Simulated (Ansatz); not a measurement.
The system is AgBr.

```
Ag Br
1.0
     0.00000    2.87015    2.87015
     2.87015    0.00000    2.87015
     2.87015    2.87015    0.00000
Ag Br
1 1
Direct
  0.00000 0.00000 0.00000
  0.50000 0.50000 0.50000
```

Base run:

| Property | Result |
| --- | --- |
| Program | Ansatz 0.2.0 |
| Functional | LDA |
| Potentials or basis | Ansatz PAW |
| Cutoff | 420 eV (not typed: the program's choice for these potentials) |
| k mesh | 8 × 8 × 8 |
| Occupations | fermi-dirac, width 0.05 eV |
| Spin | no spin polarisation |

Its results: band gap on the k mesh 0.38 eV, indirect (least direct gap 2.31 eV); pressure -4.2 GPa.

Task: The run is repeated on the same cell with these changes: functional from LDA to revPBE. What comes out?

Result: Band gap on the k mesh 0.80 eV, indirect (least direct gap 2.73 eV); pressure 4.4 GPa.

revPBE binds less tightly than LDA, so the same cell stands under more pressure.

Caveats: the PAW data sets come from PBE, with cores solved anew for the run's functional, which leaves a small shift of forces and pressure.
